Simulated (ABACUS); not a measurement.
Crystal: W.

```
W
1.0
     2.74070    0.00000    0.00000
    -0.91357    2.58396    0.00000
    -0.91357   -1.29198    2.23777
W
1
Cartesian
  0.0000 0.0000 0.0000
```

Base run:

| Property | Result |
| --- | --- |
| Program | ABACUS 3.10.1 |
| Functional | revPBE |
| Potentials or basis | PseudoDojo NC SR 0.4.1 PBE standard |
| Cutoff | 1007 eV |
| Density cutoff | 4027 eV |
| Basis | plane waves |
| k mesh | 10 × 10 × 10 |
| Occupations | fermi-dirac, width 0.05 eV |
| Spin | no spin polarisation |

Its results: band gap on the k mesh none (metal or under the smearing width); pressure 8.5 GPa.

Q: The run is repeated on the same cell with these changes: functional from revPBE to PBEsol; potentials or basis from PseudoDojo NC SR 0.4.1 PBE standard to PseudoDojo NC SR 0.5 PBE standard. What comes out?

A: Band gap on the k mesh none (metal or under the smearing width); pressure -1.9 GPa.

Caveats: the potentials were made for another functional, which shifts forces and pressure.

Not every run made on this cell is shown here.
